The row at the largest volume looks wrong. From the smallest volume upward the band gap grows in steps that keep getting smaller, until the last step, from 0.214 to 0.242 eV, is suddenly larger than the one before it. The cause is the spacing of the volumes: the last expansion is about a third wider than the others. Once each step is divided by the relative change in volume, the growth goes on slowing down and the row falls into line.

Mg₂Ge, antifluorite type (space group Fm-3m), at volumes scaled from the relaxed cell with the cubic shape kept. Density functional calculations with Ansatz 0.2.0: PBE, scalar-relativistic, plane-wave PAW, no spin polarisation, cutoff 420 eV, Gamma-centred 10×10×10 k mesh, Gaussian smearing of 0.01 eV. Positive pressure means compression.

| volume per atom (Å³/atom) | pressure (GPa) | band gap on mesh (eV) |
| --- | --- | --- |
| 19.422 | 8.26 | 0.041 |
| 20.084 | 5.68 | 0.077 |
| 20.746 | 3.49 | 0.109 |
| 21.408 | 1.60 | 0.139 |
| 22.071 | -0.01 | 0.166 |
| 22.733 | -1.38 | 0.191 |
| 23.395 | -2.56 | 0.214 |
| 24.278 | -3.87 | 0.242 |

The trend to be explained is therefore a smooth one: the gap shrinks whenever the crystal is squeezed. Between the relaxed cell and the smallest volume it drops from 0.166 to 0.041 eV, a loss of three quarters for a volume reduction of 12 %. The gap is the energy between the highest filled and the lowest empty electron state. In an undoped crystal it largely controls how many carriers heat can set free.

The two states that bound the gap differ in kind. In the two most compressed cells the highest filled state lies at Γ, where the electron wave has the same phase in every unit cell, and the lowest empty state lies at X, where the phase alternates from one plane of germanium atoms to the next. Such a gap is called indirect. The known band structure of Mg₂Ge and the smooth run of the gap support the same pair for the other rows. Both points belong to the k mesh, so the calculation samples these two states directly. Band edges between the mesh points can still be missed, however, so the true gap at this level of theory may be smaller than the listed one, and in the most compressed cell even a crossing of the bands could go unseen.

### Three explanations

The first explanation starts from the limit of atoms far apart. There each band shrinks to a sharp atomic level. When the atoms approach, the levels spread into bands, the top of the filled band moves up, the bottom of the empty band moves down, and the space between them closes. From here it is a short step to the rule that compression closes gaps. Every row of the table agrees with that rule, which is what makes it tempting.

The rule fails on another gap of the same crystal. In a direct gap the electron keeps its phase pattern when it is excited. Between the second smallest and the smallest volume, the smallest direct gap of the calculation rises by 0.20 eV, while the indirect gap falls by 0.036 eV. One compression thus opens one gap and narrows another.

Band broadening itself survives this test. If the smallest direct gap lies at Γ, as the known band structure has it, the empty band does stretch on compression, because its energy at Γ pulls away from its energy at X. What fails is the idea that broadening alone tells how a given gap will move. One also has to know where in the band the relevant state sits.

The second explanation starts from the opposite limit, in which the electrons are nearly free and their energy is all kinetic. If the crystal shrinks, every wavelength shrinks with it, and kinetic energy grows as the inverse square of length, that is, as $V^{-2/3}$ with $V$ the volume per atom. All energy differences then grow by one common factor. This is a simple way to put numbers on the familiar statement that shorter bonds push bonding and antibonding states apart.

For the gap in the table this limit gives the wrong direction: at the smallest volume it predicts 0.181 eV, where the calculation finds 0.041 eV. For the direct gap it gives the right direction but a rise of only 0.03 eV over the last compression, about one sixth of the calculated rise. A common factor therefore fits neither gap. The reason is that a gap is a small difference between large energies, made of kinetic and potential parts that do not grow in step.

The third explanation gives up the common rule and lets each state respond to volume in its own way. Its measure is the change of a gap per unit of $\ln V$, which is close to the change per relative change in volume. Over the last compression this slope is about +1.1 eV for the indirect gap and −6.0 eV for the direct one. The numbers decide this much: both the direction and the size of the effect depend on which pair of states is compared. For the pair that bounds the gap in the table, the empty state at X rises more slowly than the filled state at Γ. That describes the narrowing state by state, but does not yet give its cause.

The word "rises" needs some care. On the energy scale of the calculation, a compression to 94 % of the relaxed volume lifts the valence edge by 0.59 eV and the conduction edge by 0.53 eV. The zero of that scale can itself move with volume, so neither shift has a meaning alone. Only their difference, the narrowing of the gap, is physical. It would be equally correct to say that the conduction edge sinks towards the valence edge.

### Why the states respond differently

With the smallest direct gap placed at Γ, the numbers give the order of the three states: relative to the valence top, the empty state at Γ climbs and the one at X falls behind. Why the two empty states move apart is argued here from bonding theory. At Γ the lowest empty state is built mainly from s orbitals with opposite signs on neighbouring magnesium and germanium atoms. It has a node in every bond, and in a shorter bond the wave must change sign over a shorter distance, which costs kinetic energy. Its energy therefore rises steeply.

At X the alternating phase does not allow the same s orbitals to meet with opposite signs along all bonds. The state mixes in other orbitals and can place more of its density in the open spaces of the lattice, away from the bonds. Shorter bonds then cost it less energy than they cost the empty state at Γ. Why it falls behind even the valence top, which is what narrows the gap, is not settled by this argument. This picture of the X state is carried over from related semiconductors; the shape of the state was not tested in this calculation.

Silicon and gallium arsenide show the same contrast between two materials. Mg₂Ge is a relative of both: germanium and half of the magnesium atoms occupy the sites of the zinc-blende structure, and each formula unit has eight valence electrons. Silicon has its lowest empty state near X, and its gap narrows slowly under pressure. Gallium arsenide has it at Γ, and its gap widens quickly. For a neighbouring compound, the first question is thus where the lowest empty state lies, and only then how much shorter the bonds become.

### How large the effect is

A simple model follows from the third explanation. For a small change in volume, the energy of each edge shifts in proportion to $\ln(V/V_0)$, where $V_0$ is the equilibrium volume. The factor of proportionality is called the deformation potential, $a_c$ for the conduction edge and $a_v$ for the valence edge. Subtracting one edge from the other removes the uncertain zero of energy and leaves the gap

$$E(V) = E_0 + a\,\ln\frac{V}{V_0}, \qquad a = a_c - a_v .$$

The constants were obtained by least squares from the five rows between 20.746 and 23.395 Å³/atom, because a deformation potential is defined as a slope near equilibrium. The result is $E_0 = 0.1645$ eV and $a = 0.873$ eV, with $V_0 = 22.07$ Å³/atom taken from the minimum of the fitted energy curve. The positive sign of $a$ means that the gap grows on expansion.

The smallest volume was not part of the fit and can serve as a worked case. There $\ln(19.422/22.07) = -0.128$, so the gap should change by $0.873 \times (-0.128) = -0.112$ eV. This leaves $0.1645 - 0.112 \approx 0.053$ eV, against a calculated 0.041 eV. The error of 0.012 eV is a tenth of the total narrowing from the relaxed cell, but nearly a third of the small gap that remains.

The model fails here because the slope is not truly constant. Taken between neighbouring rows, it falls steadily from 1.07 eV at the compressed end to 0.76 eV at the expanded end. The table shows this decline but does not explain it. Because the slope declines, a straight line through the middle rows overestimates the gap at both ends.

In practice pressure is often known better than volume. The two descriptions are linked by the bulk modulus $B = -dP/d\ln V$, the resistance to compression, where $P$ is the pressure:

$$\frac{dE}{dP} = -\frac{a}{B} .$$

With $a$ near 0.87 eV and $B$ near 50 GPa, the gap loses about 17 meV for each GPa. A line in pressure fitted to the same five rows gives the same value.

This pressure coefficient is no more constant than the deformation potential. Across the table the crystal becomes about 2.2 times stiffer on compression, while $a$ grows only by a factor of 1.4. Each further GPa thus removes less volume and, in the end, less gap. A straight line in pressure underestimates the gap at the smallest volume by 0.016 eV, slightly more than the line in $\ln V$ overestimates it. The numbers favour volume as the natural variable, but only by a narrow margin.

For an engineer who needs a rule that covers all rows, one per cent less volume costs 8 to 11 meV of gap. In terms of pressure, one GPa costs between 14 and 21 meV, with the smaller value at the compressed end. These figures hold for equal pressure from all sides. A film strained in its plane loses the cubic symmetry, which can split the band edges and calls for further deformation potentials.

### What the small gaps mean

The absolute gaps deserve less trust than their change. PBE is known to make semiconductor gaps too small, and the measured gap of Mg₂Ge is several times the 0.17 eV found here. Much of this error usually acts as a nearly constant shift, so that slopes come out better than the gaps themselves. Whether this holds for Mg₂Ge was not tested.

Spin–orbit coupling, which a scalar-relativistic calculation leaves out, matters most in the compressed rows. It splits the valence top at Γ and raises its upper part, by an amount expected to be several hundredths of an eV. That is comparable with the whole gap at the smallest volume. With this coupling included, PBE may well turn the most compressed cell into a metal, while the real crystal starts from a much larger gap. The near-closure at 8.26 GPa is thus a product of the level of theory and no forecast of a metallic phase.

The cell was also kept cubic at every volume. The compressed cells were single-point calculations, with no further relaxation of shape or atoms. This changes nothing within the cubic phase, because its symmetry fixes the shape and every atomic site. A real crystal under several GPa may change to another structure, with other band edges and another response to pressure. The slopes found here describe the cubic phase for as long as it lasts.
